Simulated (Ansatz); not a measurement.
**TiPbO3 under strain**

Theory: DFT PBE, scalar-relativistic, plane waves, PAW (Ansatz). Run with 420 eV cutoff, 8×8×8 k-mesh, Gaussian smearing of 0.02 eV, no spin polarisation.

Reference structure (relaxed):

```yaml
crystal:
  lattice:
    - [3.96652, 0.00000, 0.00000]
    - [0.00000, 3.96652, 0.00000]
    - [0.00000, 0.00000, 3.96652]
  atoms:
    - { symbol: Ti, position: [0.50000, 0.50000, 0.50000] }
    - { symbol: Pb, position: [0.00000, 0.00000, 0.00000] }
    - { symbol: O, position: [0.50000, 0.00000, 0.50000] }
    - { symbol: O, position: [0.50000, 0.50000, 0.00000] }
    - { symbol: O, position: [0.00000, 0.50000, 0.50000] }
```

Deformation: all cell vectors scaled alike, the atoms relaxed, all within the symmetry that the strain leaves. Energies are extrapolated to zero smearing. Gaps are Kohn–Sham gaps over the whole zone.

Spin-orbit coupling is left out, which matters for the bands and energies of heavy elements.

| strain (%) | ΔE (meV/atom) | a (Å) | b (Å) | c (Å) | gap (eV) |
| --- | --- | --- | --- | --- | --- |
| -4.5 | 144.1 | 3.788 | 3.788 | 3.788 | 1.41 |
| -3.0 | 60.7 | 3.848 | 3.848 | 3.848 | 1.52 |
| -1.5 | 14.4 | 3.907 | 3.907 | 3.907 | 1.60 |
| +0.0 | 0.0 | 3.967 | 3.967 | 3.967 | 1.66 |
| +1.5 | 13.0 | 4.026 | 4.026 | 4.026 | 1.69 |
| +3.0 | 49.3 | 4.086 | 4.086 | 4.086 | 1.72 |
| +4.5 | 105.4 | 4.145 | 4.145 | 4.145 | 1.63 |

Question: What stiffness (1/V) d²E/dε² at zero strain does a cubic fit over all points give?

Answer: A cubic fit gives (1/V) d²E/dε² = 1583 GPa at zero strain (nine times the bulk modulus at fixed shape).

Question: How fast does the gap move with strain on either side?

Answer: 37 meV per percent on the compressed side and 26 meV per percent on the stretched side; it is indirect at -1.5 %, indirect at zero and indirect at +1.5 %.

Symmetry holds off the tilts and polar distortions that many cubic perovskites undergo.